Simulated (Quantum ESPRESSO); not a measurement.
# V in Quantum ESPRESSO: work function with PBE

Aim: the work function of V with PBE.

Everything below comes from runs of Quantum ESPRESSO 7.5. Logs are shortened: lines on timing, memory, paths and dates and some standing lists are left out, and cuts for length are marked.

## Step 1: The slab as given

The cell holds a slab with vacuum, 6 atoms: a = 2.680 Å, b = 2.680 Å, c = 25.941 Å, α = 90.00°, β = 90.00°, γ = 120.00°.

The slab is cut from a database's or a generator's crystal, which needn't be the stable form of the element.

## Step 2: Work function, PBE, collinear spin, ferromagnetic start

pw.in reads:

```
&CONTROL
  calculation = 'scf'
  prefix = 'pwscf'
  outdir = './tmp'
  pseudo_dir = './pseudo'
  tprnfor = .true.
  disk_io = 'low'
/
&SYSTEM
  ibrav = 0
  celldm(1) = 8
  nat = 6
  ntyp = 1
  ecutwfc = 84
  nbnd = 54
  occupations = 'smearing'
  smearing = 'fd'
  degauss = 0.00367493
  nspin = 2
  starting_magnetization(1) = 0.1538
/
&ELECTRONS
  conv_thr = 6d-09
  electron_maxstep = 150
  mixing_beta = 0.3
  mixing_mode = 'local-TF'
/
ATOMIC_SPECIES
V     50.9415 V.upf
CELL_PARAMETERS alat
  0.6330428270248   0.0000000000000  -0.0000000000000
 -0.3165214135124   0.5482311698870   0.0000000000000
  0.0000000000000   0.0000000000000   6.1276230029061
ATOMIC_POSITIONS crystal
V      0.6666666667    0.3333333333    0.2891199803
V      0.3333333333    0.6666666667    0.3734719882
V      0.0000000000    0.0000000000    0.4578239961
V      0.6666666667    0.3333333333    0.5421760039
V      0.3333333333    0.6666666667    0.6265280118
V      0.0000000000    0.0000000000    0.7108800197
K_POINTS automatic
11 11 1 0 0 0
```

pp_density.in reads:

```
&INPUTPP
  prefix = 'pwscf'
  outdir = './tmp'
  filplot = 'density.dat'
  plot_num = 0
/
&PLOT
  nfile = 1
  filepp(1) = 'density.dat'
  iflag = 3
  output_format = 6
  fileout = 'density.cube'
/
```

pp_potential.in reads:

```
&INPUTPP
  prefix = 'pwscf'
  outdir = './tmp'
  filplot = 'potential.dat'
  plot_num = 11
/
&PLOT
  nfile = 1
  filepp(1) = 'potential.dat'
  iflag = 3
  output_format = 6
  fileout = 'potential.cube'
/
```

pp_spin.in reads:

```
&INPUTPP
  prefix = 'pwscf'
  outdir = './tmp'
  filplot = 'spin.dat'
  plot_num = 6
/
&PLOT
  nfile = 1
  filepp(1) = 'spin.dat'
  iflag = 3
  output_format = 6
  fileout = 'spin.cube'
/
```

pp_elf.in reads:

```
&INPUTPP
  prefix = 'pwscf'
  outdir = './tmp'
  filplot = 'elf.dat'
  plot_num = 8
/
&PLOT
  nfile = 1
  filepp(1) = 'elf.dat'
  iflag = 3
  output_format = 6
  fileout = 'elf.cube'
/
```

Potentials or basis: PseudoDojo 0.4.1 SR PBE standard.

Command:

```sh
> OMP_NUM_THREADS=1 mpirun -n 2 pw.x -nk 2 -in pw.in > pw.out
> OMP_NUM_THREADS=1 mpirun -n 1 pp.x -in pp_density.in > pp_density.out
> OMP_NUM_THREADS=1 mpirun -n 1 pp.x -in pp_potential.in > pp_potential.out
> OMP_NUM_THREADS=1 mpirun -n 1 pp.x -in pp_spin.in > pp_spin.out
> OMP_NUM_THREADS=1 mpirun -n 1 pp.x -in pp_elf.in > pp_elf.out
```

pw.out:

```text
This program is part of the open-source Quantum ESPRESSO suite
     for quantum simulation of materials; please cite
[... 13 lines left out ...]
     --------------------
     sticks:   dense  smooth     PW     G-vecs:    dense   smooth      PW
     Sum         595     595    169               113261   113261   17939

     Using Slab Decomposition

     bravais-lattice index     =            0
     lattice parameter (alat)  =       8.0000  a.u.
     unit-cell volume          =    1088.8268 (a.u.)^3
     number of atoms/cell      =            6
     number of atomic types    =            1
     number of electrons       =        78.00
     number of Kohn-Sham states=           54
     kinetic-energy cutoff     =      84.0000  Ry
     charge density cutoff     =     336.0000  Ry
     scf convergence threshold =      6.0E-09
     mixing beta               =       0.3000
     number of iterations used =            8  local-TF  mixing
     Exchange-correlation= PBE
                           (   1   4   3   4   0   0   0)

     celldm(1)=   8.000000  celldm(2)=   0.000000  celldm(3)=   0.000000
     celldm(4)=   0.000000  celldm(5)=   0.000000  celldm(6)=   0.000000

     crystal axes: (cart. coord. in units of alat)
               a(1) = (   0.633043   0.000000  -0.000000 )
               a(2) = (  -0.316521   0.548231   0.000000 )
               a(3) = (   0.000000   0.000000   6.127623 )

     reciprocal axes: (cart. coord. in units 2 pi/alat)
               b(1) = (  1.579672  0.912024 -0.000000 )
               b(2) = ( -0.000000  1.824048  0.000000 )
               b(3) = (  0.000000  0.000000  0.163195 )

     PseudoPot. # 1 for V  read from file:
     V.upf
     Pseudo is Norm-conserving + core correction, Zval = 13.0
     Generated using ONCVPSP code by D. R. Hamann
     Using radial grid of 1536 points,  6 beta functions with:
                l(1) =   0
                l(2) =   0
                l(3) =   1
                l(4) =   1
                l(5) =   2
                l(6) =   2

     atomic species   valence    mass     pseudopotential
     V                13.00    50.94150     V ( 1.00)

     Starting magnetic structure
     atomic species   magnetization
     V               0.154

     12 Sym. Ops., with inversion, found ( 6 have fractional translation)

   Cartesian axes

     site n.     atom                  positions (alat units)
         1        V      tau(   1) = (   0.3165214   0.1827437   1.7716182  )
         2        V      tau(   2) = (  -0.0000000   0.3654874   2.2884955  )
         3        V      tau(   3) = (   0.0000000   0.0000000   2.8053728  )
         4        V      tau(   4) = (   0.3165214   0.1827437   3.3222502  )
         5        V      tau(   5) = (  -0.0000000   0.3654874   3.8391275  )
         6        V      tau(   6) = (   0.0000000   0.0000000   4.3560048  )

     number of k points=    16  Fermi-Dirac smearing, width (Ry)=  0.0037
                       cart. coord. in units 2pi/alat
        k(    1) = (   0.0000000   0.0000000   0.0000000), wk =   0.0082645
        k(    2) = (   0.0000000   0.1658226   0.0000000), wk =   0.0495868
        k(    3) = (   0.0000000   0.3316451   0.0000000), wk =   0.0495868
        k(    4) = (   0.0000000   0.4974677   0.0000000), wk =   0.0495868
        k(    5) = (   0.0000000   0.6632902   0.0000000), wk =   0.0495868
        k(    6) = (   0.0000000   0.8291128   0.0000000), wk =   0.0495868
[... 8 lines left out ...]
        k(   15) = (   0.4308196   0.7462015   0.0000000), wk =   0.0495868
        k(   16) = (   0.4308196   0.9120240   0.0000000), wk =   0.0495868

     Dense  grid:   113261 G-vectors     FFT dimensions: (  30,  30, 288)

     Generating pointlists ...
     new r_m :   0.2611 (alat units)  2.0890 (a.u.) for type    1

     Initial potential from superposition of free atoms

     starting charge      77.9937, renormalised to      78.0000

     negative rho (up, down):  6.485E-06 4.756E-06
     Starting wfcs are   60 randomized atomic wfcs

     Self-consistent Calculation

     iteration #  1     ecut=    84.00 Ry     beta= 0.30
     Davidson diagonalization with overlap
     ethr =  1.00E-02,  avg # of iterations =  3.1

     total energy              =    -885.35042595 Ry
     estimated scf accuracy    <      11.25699495 Ry

     total magnetization       =     6.75 Bohr mag/cell
     absolute magnetization    =     6.76 Bohr mag/cell

     iteration #  2     ecut=    84.00 Ry     beta= 0.30
     Davidson diagonalization with overlap
     ethr =  1.00E-02,  avg # of iterations =  1.0

     total energy              =    -885.47017239 Ry
     estimated scf accuracy    <       0.81516992 Ry

     total magnetization       =     6.89 Bohr mag/cell
     absolute magnetization    =     6.90 Bohr mag/cell

     iteration #  3     ecut=    84.00 Ry     beta= 0.30
     Davidson diagonalization with overlap
     ethr =  1.05E-03,  avg # of iterations =  1.6

     total energy              =    -885.33328909 Ry
     estimated scf accuracy    <       1.02175159 Ry

     total magnetization       =     6.50 Bohr mag/cell
     absolute magnetization    =     6.51 Bohr mag/cell
[... 279 lines left out ...]
     total energy              =    -885.45311378 Ry
     estimated scf accuracy    <          7.2E-09 Ry

     total magnetization       =     2.06 Bohr mag/cell
     absolute magnetization    =     2.21 Bohr mag/cell

     iteration # 29     ecut=    84.00 Ry     beta= 0.30
     Davidson diagonalization with overlap
     ethr =  9.24E-12,  avg # of iterations =  5.7

     total energy              =    -885.45311378 Ry
     estimated scf accuracy    <       0.00000002 Ry

     total magnetization       =     2.06 Bohr mag/cell
     absolute magnetization    =     2.21 Bohr mag/cell

     iteration # 30     ecut=    84.00 Ry     beta= 0.30
     Davidson diagonalization with overlap
     ethr =  9.24E-12,  avg # of iterations =  4.3

     Magnetic moment per site  (integrated on atomic sphere of radius R)
     atom   1 (R=0.261)  charge= 11.3749  magn=  0.7558
     atom   2 (R=0.261)  charge= 11.4560  magn= -0.0189
     atom   3 (R=0.261)  charge= 11.4624  magn=  0.0623
     atom   4 (R=0.261)  charge= 11.4624  magn=  0.0623
     atom   5 (R=0.261)  charge= 11.4560  magn= -0.0189
     atom   6 (R=0.261)  charge= 11.3749  magn=  0.7558

     End of self-consistent calculation

 ------ SPIN UP ------------

          k = 0.0000 0.0000 0.0000 ( 14285 PWs)   bands (ev):

   -58.0518 -58.0518 -57.7124 -57.6737 -57.6189 -57.5691 -32.0531 -32.0405
   -31.7877 -31.5518 -31.4949 -31.4949 -31.4949 -31.4949 -31.3070 -31.1541
   -31.1541 -31.1333 -31.1333 -31.1209 -31.0977 -31.0977 -31.0630 -31.0630
    -0.3711   0.1585   0.9680   1.8540   2.5280   2.8602   5.4757   5.5436
     5.9256   6.0548   6.3041   6.3041   6.3277   6.3277   6.3782   6.3976
     6.5225   6.5225   6.5611   6.5611   6.7163   6.7163   6.7196   6.7196
     6.9166   8.0140   8.0140   8.0241   8.0241   8.2473

          k = 0.0000 0.1658 0.0000 ( 14245 PWs)   bands (ev):

   -58.0423 -58.0423 -57.7008 -57.6637 -57.6108 -57.5625 -32.0383 -32.0281
   -31.7762 -31.5777 -31.5508 -31.5232 -31.5075 -31.5075 -31.3167 -31.2056
   -31.1805 -31.1697 -31.1582 -31.1466 -31.1118 -31.1084 -31.1060 -31.0717
    -0.0985   0.4221   1.2217   2.1010   2.7670   3.0901   5.4238   5.5311
     5.7140   5.9224   5.9733   6.0262   6.2191   6.2495   6.4426   6.4785
     6.4982   6.5075   6.6509   6.6762   6.6915   6.6976   6.7802   6.8646
     6.8922   7.8192   7.8361   7.9755   8.0156   8.2842

          k = 0.0000 0.3316 0.0000 ( 14195 PWs)   bands (ev):

   -58.0167 -58.0167 -57.6690 -57.6369 -57.5893 -57.5453 -32.0005 -31.9957
   -31.7553 -31.7086 -31.6854 -31.5488 -31.5409 -31.5409 -31.3874 -31.3382
   -31.2915 -31.2653 -31.2103 -31.1982 -31.1816 -31.1375 -31.1250 -31.0959
     0.6650   1.1472   1.8964   2.7308   3.3627   3.6724   5.0241   5.1733
     5.3710   5.4289   5.5447   5.6767   5.8448   5.9356   6.1810   6.3638
     6.5471   6.6815   6.8378   6.9365   7.0061   7.0185   7.1113   7.2653
     7.3690   7.5497   7.5826   7.9405   8.0051   8.2833
[... 111 lines left out ...]
          k = 0.4308 0.7462 0.0000 ( 14123 PWs)   bands (ev):

   -57.9233 -57.9233 -57.5375 -57.5331 -57.5157 -57.4991 -32.0469 -32.0467
   -31.8998 -31.8987 -31.8434 -31.8425 -31.7298 -31.7177 -31.6530 -31.6131
   -31.5556 -31.4687 -31.4331 -31.4103 -31.3361 -31.2997 -31.2688 -31.2140
     3.9184   3.9362   3.9709   3.9867   4.1024   4.4992   4.5765   4.6868
     4.8434   5.0367   5.0828   5.3395   5.5122   5.6456   5.6956   5.8398
     6.0247   6.1203   6.2496   7.4466   7.4878   7.7389   7.9316   7.9598
     8.2298   8.3368   8.8958   9.2712   9.4121   9.6086

          k = 0.4308 0.9120 0.0000 ( 14086 PWs)   bands (ev):

   -57.9170 -57.9170 -57.5251 -57.5245 -57.5100 -57.5016 -32.0299 -32.0295
   -31.9041 -31.9036 -31.8875 -31.8866 -31.7289 -31.6880 -31.6447 -31.6358
   -31.5542 -31.5381 -31.4922 -31.4490 -31.3126 -31.3014 -31.2678 -31.2460
     3.9307   4.0630   4.2524   4.2800   4.3813   4.5085   4.5195   4.6195
     4.7066   4.8968   5.1014   5.3383   5.5373   5.7818   5.7919   5.8180
     5.8977   5.9838   6.2408   7.4596   7.5716   7.7969   7.9270   8.0953
     8.3666   8.3789   9.0307   9.1727   9.2784   9.3643

 ------ SPIN DOWN ----------

          k = 0.0000 0.0000 0.0000 ( 14285 PWs)   bands (ev):

   -57.7042 -57.6934 -57.5971 -57.5193 -57.2736 -57.2736 -31.8337 -31.7076
   -31.4540 -31.1971 -31.1538 -31.1538 -31.1503 -31.1503 -31.0615 -31.0615
   -31.0586 -31.0095 -31.0095 -31.0067 -30.7122 -30.7122 -30.7122 -30.7122
    -0.3011   0.3140   1.2266   2.1806   2.7975   2.9788   5.8870   6.0245
     6.1833   6.3203   6.4767   6.4767   6.4880   6.5761   6.5761   6.6819
     6.6819   6.7166   6.7482   6.7482   7.0882   7.0882   7.1094   7.1287
     7.1287   8.3040   8.3041   8.3164   8.3164   8.4870

          k = 0.0000 0.1658 0.0000 ( 14245 PWs)   bands (ev):

   -57.6931 -57.6832 -57.5878 -57.5123 -57.2648 -57.2647 -31.8132 -31.6950
   -31.4566 -31.2465 -31.2002 -31.1685 -31.1678 -31.1636 -31.1015 -31.0783
   -31.0744 -31.0324 -31.0187 -31.0117 -30.7642 -30.7640 -30.7242 -30.7242
    -0.0292   0.5746   1.4737   2.4219   3.0406   3.2132   5.7078   5.8229
     6.0075   6.1876   6.1941   6.3368   6.5671   6.6378   6.6541   6.6759
     6.7116   6.7423   6.8354   6.8507   6.9055   6.9936   7.0560   7.2362
     7.2961   8.0373   8.0651   8.2991   8.3383   8.5419

          k = 0.0000 0.3316 0.0000 ( 14195 PWs)   bands (ev):

   -57.6632 -57.6557 -57.5625 -57.4938 -57.2409 -57.2409 -31.7574 -31.6649
   -31.4889 -31.3877 -31.3184 -31.2638 -31.2053 -31.1990 -31.1899 -31.1220
   -31.1082 -31.0449 -31.0443 -31.0275 -30.8987 -30.8971 -30.7562 -30.7562
     0.7323   1.2904   2.1258   3.0244   3.6433   3.8160   5.1502   5.3806
     5.5657   5.7039   5.8667   5.9075   6.3496   6.3824   6.4969   6.7252
     6.8363   6.9186   6.9394   7.1436   7.2255   7.2338   7.3221   7.5330
     7.7462   7.7673   8.0257   8.2430   8.3190   8.5926
[... 111 lines left out ...]
          k = 0.4308 0.7462 0.0000 ( 14123 PWs)   bands (ev):

   -57.5536 -57.5534 -57.4600 -57.4393 -57.1537 -57.1537 -31.7429 -31.7284
   -31.6814 -31.6373 -31.5679 -31.5147 -31.4530 -31.4530 -31.3711 -31.3246
   -31.2470 -31.1926 -31.1917 -31.1726 -31.0447 -31.0444 -31.0223 -31.0209
     4.0014   4.0235   4.0707   4.1961   4.2380   4.6334   4.6697   4.9430
     4.9515   5.2341   5.2977   5.6598   5.6773   6.0263   6.1126   6.4253
     6.4439   6.6941   6.7219   7.6088   7.7394   8.0181   8.1414   8.2170
     8.5380   8.7777   9.2102   9.4613   9.5005   9.6789

          k = 0.4308 0.9120 0.0000 ( 14086 PWs)   bands (ev):

   -57.5463 -57.5463 -57.4489 -57.4399 -57.1478 -57.1478 -31.7346 -31.7064
   -31.6541 -31.6533 -31.5751 -31.5702 -31.5083 -31.4645 -31.3930 -31.3426
   -31.2307 -31.2012 -31.1840 -31.1828 -31.0763 -31.0761 -31.0403 -31.0397
     4.0174   4.2314   4.3317   4.4949   4.5480   4.5564   4.6851   4.7866
     4.8033   5.0215   5.2566   5.6430   5.8153   5.9804   6.0965   6.5406
     6.5872   6.6162   6.6383   7.6049   7.8139   8.0350   8.1823   8.3066
     8.8742   8.9214   9.1621   9.2632   9.3948   9.4224

     the Fermi energy is     6.3777 ev

!    total energy              =    -885.45311381 Ry
     estimated scf accuracy    <          3.7E-09 Ry
     smearing contrib. (-TS)   =      -0.00706156 Ry
     internal energy E=F+TS    =    -885.44605224 Ry

     The total energy is F=E-TS. E is the sum of the following terms:
     one-electron contribution =   -7268.94644999 Ry
     hartree contribution      =    3641.73602902 Ry
     xc contribution           =    -137.16562086 Ry
     ewald contribution        =    2878.92998959 Ry

     total magnetization       =     2.06 Bohr mag/cell
     absolute magnetization    =     2.21 Bohr mag/cell

     convergence has been achieved in  30 iterations

     Forces acting on atoms (cartesian axes, Ry/au):

     atom    1 type  1   force =     0.00000000   -0.00000000   -0.00431521
     atom    2 type  1   force =    -0.00000000    0.00000000   -0.00130903
     atom    3 type  1   force =     0.00000000   -0.00000000   -0.00144184
     atom    4 type  1   force =     0.00000000    0.00000000    0.00144184
     atom    5 type  1   force =    -0.00000000    0.00000000    0.00130903
     atom    6 type  1   force =    -0.00000000    0.00000000    0.00431521

     Total force =     0.006695     Total SCF correction =     0.000282

=------------------------------------------------------------------------------=
   JOB DONE.
=------------------------------------------------------------------------------=
```

Run time: 10 min. Hardware: 2 MPI ranks of Arm Neoverse V2, shared host; peak memory 0.88 GiB.

Results:

| Item | Value |
| --- | --- |
| Free energy | -12047.2033 eV |
| Largest force | 0.111 eV/Å |
| Band gap on the k mesh | none (metal or under the smearing width) |
| Net moment | 2.06 μB per cell |
| Absolute moment | 2.21 μB per cell |
| Site moments | V +0.76, -0.02, +0.06 μB |
| Valence electrons inside the program's atomic spheres | V 11.37, 11.46 |
| Work function of the upper face | 4.60 eV |
| Work function of the lower face | 4.60 eV |

Forces in eV/Å, atoms in the order of the input:
```
V    0.000  0.000 -0.111
V    0.000  0.000 -0.034
V    0.000  0.000 -0.037
V    0.000  0.000  0.037
V    0.000  0.000  0.034
V    0.000  0.000  0.111
```
